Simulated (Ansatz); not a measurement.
# Calculated ¹⁷O nuclear quadrupole resonance for SiO2

Cell: a computed structure from the Materials Project (it need not be an observed phase), taken as it stands.

```cif
data_SiO2
_symmetry_space_group_name_H-M 'Cccm'
_symmetry_Int_Tables_number 66
_cell_length_a 10.2855
_cell_length_b 11.9940
_cell_length_c 10.0661
_cell_angle_alpha 90.000
_cell_angle_beta 90.000
_cell_angle_gamma 90.000
loop_
_atom_site_label
_atom_site_type_symbol
_atom_site_symmetry_multiplicity
_atom_site_Wyckoff_symbol
_atom_site_fract_x
_atom_site_fract_y
_atom_site_fract_z
Si1 Si 16 m 0.6061 0.7850 0.8490
Si9 Si 4 b 0.5000 0.0000 0.7500
O11 O 16 m 0.5900 0.9196 0.8407
O19 O 8 l 0.5822 0.7444 0.0000
O23 O 8 h 0.5000 0.7294 0.7500
O27 O 8 k 0.2500 0.2500 0.8021
```

One atom of each set is listed; the run and its k-mesh use a cell of 30 atoms with edges of 7.90, 7.90, 10.07 Å.

Method: Kohn–Sham DFT in Ansatz, PBE, plane waves and PAW, scalar-relativistic, 420 eV cutoff, Γ-centred 3×3×3 k-points, Fermi–Dirac smearing 0.02 eV.

¹⁷O: I = 5/2, Q = -25.58 mb (year-2017 value). Static lattice, zero field.

(1) Predict the zero-field ¹⁷O lines of each site.

## Answers

(1) For I = 5/2 and η = 0 the lines are 3|C_Q|/20 and twice that; η pulls their ratio below 2.

| site | atoms | V_zz (10²¹ V/m²) | C_Q (MHz) | η | line frequencies (MHz) |
| --- | --- | --- | --- | --- | --- |
| O11 | 8 | 8.59 | -5.32 | 0.20 | 0.833, 1.58 |
| O19 | 4 | 9.13 | -5.65 | 0.27 | 0.912, 1.67 |
| O23 | 4 | 8.78 | -5.43 | 0.23 | 0.861, 1.61 |
| O27 | 4 | 9.33 | -5.77 | 0.12 | 0.878, 1.73 |

At O11, O19, O23 and O27 V_zz runs parallel to the line that joins its two neighbours (within 1°) in each case.

The largest force is 0.5 eV/Å, so the atoms aren't at the calculated equilibrium and relaxing them would move these values.
